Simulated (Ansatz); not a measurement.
**Formation energy of VO2**

Computed with Ansatz (plane waves, PAW, 420 eV cutoff): PBE with spin–orbit coupling, two-component spinors, Γ-centred 6×6×10 mesh, 0.05 eV Gaussian smearing; PAW files: Ansatz's generated set soft_2.

The chain of runs began from a measured cell (COD), expanded in volume.

It takes space group P4_2/mnm (No. 136, tetragonal). The conventional cell has a = 4.583 Å, b = 4.583 Å, c = 2.838 Å, α = 90.00°, β = 90.00°, γ = 90.00°. V (site symmetry mmm) has 6 O at 1.92 to 1.94 Å as nearest neighbours. Around O (site symmetry m2m) lie 3 V at 1.92 to 1.94 Å. (Neighbours are counted to 15 % beyond the shortest distance.)

The elements were computed in their standard states (gases as isolated molecules) with the same datasets, cutoff and functional. The compound's run is ferromagnetic, with site spin moments V 0.94; O 0.13 μB. Total energies depend on the potentials used, so only differences within one code and one set of settings carry meaning.

Energy of the relaxed cell (6 atoms, smearing extrapolated to zero): -8098.947 eV. Elements, in eV/atom: V -2912.504, O -564.970.

Q: What is the formation energy?

A: [-8098.947 − (2 × -2912.504 + 4 × -564.970)] / 6 = -2.34 eV/atom, or -226 kJ per mole of atoms.

The value is for 0 K, without zero-point energy and without any correction for the binding of gas molecules. Uncorrected semilocal values for oxides, chalcogenides and halides often miss by tenths of an eV an atom. A negative value shows stability against the elements alone, not against other compounds or structures.

Site moments are of spin, integrated over Gaussian weights of 0.5 Å, which gives about a tenth less on f atoms than spheres do. Only parallel moments were tried, so the real magnetic order may be another.
